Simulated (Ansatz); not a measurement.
## 4 guesses for Si and where they end

Level of theory: DFT PBE, scalar-relativistic, plane waves, PAW in Ansatz 0.2.0. All cells share a 420 eV cutoff and Γ-centred k meshes spaced at most about 0.3 Å⁻¹ (about 0.25 or finer for metals, 2π included). No spin polarisation in the final relaxations.

Each guess was relaxed in cell and atoms at zero pressure, within the symmetry of its start. Temperature and zero-point effects are left out. Coordination counts all near atoms (those within 1.25 times the shortest such distance or 1.15 times the sum of covalent radii; a plus sign parts nearer from farther groups; a slash parts the counts of unlike sites).

| guess | made from | start group | V start (Å³/atom) | end group | V end (Å³/atom) | coordination at the end | gap on mesh (eV) | E over the lowest end (meV/atom) |
| --- | --- | --- | --- | --- | --- | --- | --- | --- |
| 1 | 4-, 6-connected net of one element | I4_1/amd | 11.8 | ? | ? | ? | ? | ? |
| 2 | 4-connected net of one element | C2 | 20.4 | C2 | 24.3 | Si 4 | 0.29 | 362 |
| 3 | 4-connected net of one element | P6_122 | 18.2 | P6_122 | 22.2 | Si 4 | 1.51 | 0 |
| 4 | 4-connected net of one element | P6_3/mmc | 29.4 | P6_3/mmc | 34.6 | Si 4 | 0 | 489 |

Guess 1 as it starts:

```cif
data_structure
_symmetry_space_group_name_H-M 'I4_1/amd:1'
_symmetry_Int_Tables_number 141
_cell_length_a 5.8877
_cell_length_b 5.8877
_cell_length_c 4.0769
_cell_angle_alpha 90.000
_cell_angle_beta 90.000
_cell_angle_gamma 90.000
_cell_volume 141.33
loop_
_atom_site_label
_atom_site_type_symbol
_atom_site_symmetry_multiplicity
_atom_site_Wyckoff_symbol
_atom_site_fract_x
_atom_site_fract_y
_atom_site_fract_z
_atom_site_occupancy
Si1 Si 4 a 0.00000 0.00000 0.00000 1
Si2 Si 8 d 0.00000 0.75000 0.62500 1
```

Problem. Predict the end of this guess and its energy over the lowest end.

Solution. It ends in space group I4_1/amd (No. 141), with a = 6.892 Å, c = 4.344 Å, 17.2 Å³/atom and no gap. It lies 0.35 eV/atom over the lowest end, above guess 3 and below guess 2. Counting all near atoms, this end has Si 4/2+4 and the lowest (guess 3) has Si 4.

```cif
data_structure
_symmetry_space_group_name_H-M 'I4_1/amd:1'
_symmetry_Int_Tables_number 141
_cell_length_a 6.8919
_cell_length_b 6.8919
_cell_length_c 4.3444
_cell_angle_alpha 90.000
_cell_angle_beta 90.000
_cell_angle_gamma 90.000
_cell_volume 206.35
loop_
_atom_site_label
_atom_site_type_symbol
_atom_site_symmetry_multiplicity
_atom_site_Wyckoff_symbol
_atom_site_fract_x
_atom_site_fract_y
_atom_site_fract_z
_atom_site_occupancy
Si1 Si 4 a 0.00000 0.00000 0.00000 1
Si2 Si 8 d 0.00000 0.75000 0.62500 1
```

For metals, differences of a few meV/atom aren't resolved. Kohn–Sham gaps at this level usually fall short of measured ones. The zero gap of P6_3/mmc may come from the functional, which often closes small gaps. With atoms moved at random, P6_122 and C2 came back. Other cells relaxed within their symmetry can be saddle points. The part of the Crystallography Open Database at hand lists Si in space groups No. 64, 74, 164, 191, 194 and others; sharing a group (P6_3/mmc) doesn't make a cell the listed structure. Some structure types and database cells were kept out of the candidates from the start, so a known form may be missing.

Fourfold coordination alone doesn't make a silicon net favourable: the three four-connected ends span 489 meV/atom. Among them, energy rises with volume, but guess 1 breaks that order, being the densest of all yet far above guess 3. Silicon's sp³ bonds favour near-tetrahedral angles, so angular strain is probably what penalises the C2 and P6_3/mmc nets. It would also weaken the bonding–antibonding splitting, in keeping with the much smaller gap of C2 compared with P6_122.

In guess 1 the cost is visible in the structure. Si1 keeps four normal bonds in a distorted tetrahedron, whereas Si2 sits on a straight line between two Si1 atoms and has four further, distinctly stretched Si2 contacts. Such a site can't be described by four localised two-electron bonds, which suggests delocalised, electron-deficient bonding and fits the absence of a gap.

The P6_122 net is only the best of these four ends, not silicon's ground state, which at ambient pressure is the cubic diamond structure.
